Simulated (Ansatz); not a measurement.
# Straining Sr

Computed with Ansatz 0.2.0, DFT PBE, scalar-relativistic, plane waves, PAW. (420 eV cutoff, 12×12×4 k-mesh, Gaussian smearing of 0.10 eV, no spin polarisation)

The relaxed crystal:

```
CELL_PARAMETERS angstrom
4.26272 0.00000 0.00000
-2.13136 3.69162 0.00000
0.00000 0.00000 13.97665
ATOMIC_POSITIONS crystal
Sr 0.00000 0.00000 0.00000
Sr 0.33333 0.66667 0.25000
Sr 0.00000 0.00000 0.50000
Sr 0.66667 0.33333 0.75000
```

Deformation: shear that moves c along a by the strain times its height over the a-b plane, the cell held and the atoms relaxed, all within the symmetry that the strain leaves. Energies are extrapolated to zero smearing. Stress is positive in compression, on the Cartesian axes of the cell above.

```csv
strain (%),ΔE (meV/atom),a (Å),b (Å),c (Å),σxx (GPa),σyy (GPa),σzz (GPa),σyz (GPa),σxz (GPa),σxy (GPa)
+0.0,0.0,4.263,4.263,13.977,0.01,0.01,0.00,0.00,0.00,0.00
+2.0,0.4,4.263,4.263,13.979,0.01,0.01,0.01,0.00,-0.11,0.00
+4.0,1.7,4.263,4.263,13.988,0.01,0.01,0.01,0.00,-0.22,0.00
+6.0,3.5,4.263,4.263,14.002,-0.04,0.06,0.01,0.00,-0.30,0.00
+8.0,5.9,4.263,4.263,14.021,-0.08,0.09,0.03,0.00,-0.37,0.00
+12.0,11.8,4.263,4.263,14.077,-0.18,0.17,0.08,0.00,-0.48,0.00
```

This form isn't the element's structure at ambient conditions.